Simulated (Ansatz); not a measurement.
(110) slab cut from the bulk of VN, Fm-3m (No. 225); the slab's formula is VN:

```
CELL_PARAMETERS angstrom
2.87993 0.00000 0.00000
0.00000 4.07284 0.00000
0.00000 0.00000 25.07977
ATOMIC_POSITIONS crystal
V 0.50000 0.50000 0.29905
N 0.50000 0.00000 0.29905
V 0.00000 0.00000 0.35646
N 0.00000 0.50000 0.35646
V 0.50000 0.50000 0.41388
N 0.50000 0.00000 0.41388
V 0.00000 0.00000 0.47129
N 0.00000 0.50000 0.47129
V 0.50000 0.50000 0.52871
N 0.50000 0.00000 0.52871
V 0.00000 0.00000 0.58612
N 0.00000 0.50000 0.58612
V 0.50000 0.50000 0.64354
N 0.50000 0.00000 0.64354
V 0.00000 0.00000 0.70095
N 0.00000 0.50000 0.70095
```

Level of theory: DFT PBEsol, scalar-relativistic, plane waves, PAW (Ansatz 0.2.0). Plane waves to 420 eV, a k mesh through Γ of 12×9×1 on the computed 16-atom cell and Gaussian smearing (0.10 eV); no spin polarisation. A dipole correction removes the field between periodic images along c.

Question: What forces act on the atoms?

Answer:
| atom | Fx (eV/Å) | Fy (eV/Å) | Fz (eV/Å) |
| --- | --- | --- | --- |
| V1 | 0.000 | 0.000 | 3.400 |
| N2 | 0.000 | 0.000 | -0.795 |
| V3 | 0.000 | 0.000 | -1.272 |
| N4 | 0.000 | 0.000 | -1.453 |
| V5 | 0.000 | 0.000 | 0.119 |
| N6 | 0.000 | 0.000 | 0.208 |
| V7 | 0.000 | 0.000 | -0.222 |
| N8 | 0.000 | 0.000 | -0.216 |
| V9 | 0.000 | 0.000 | 0.222 |
| N10 | 0.000 | 0.000 | 0.216 |
| V11 | 0.000 | 0.000 | -0.119 |
| N12 | 0.000 | 0.000 | -0.208 |
| V13 | 0.000 | 0.000 | 1.272 |
| N14 | 0.000 | 0.000 | 1.453 |
| V15 | 0.000 | 0.000 | -3.400 |
| N16 | 0.000 | 0.000 | 0.795 |

Cost: 1 run of about 2.6 core-minutes, on Arm Neoverse V2 (shared hosts).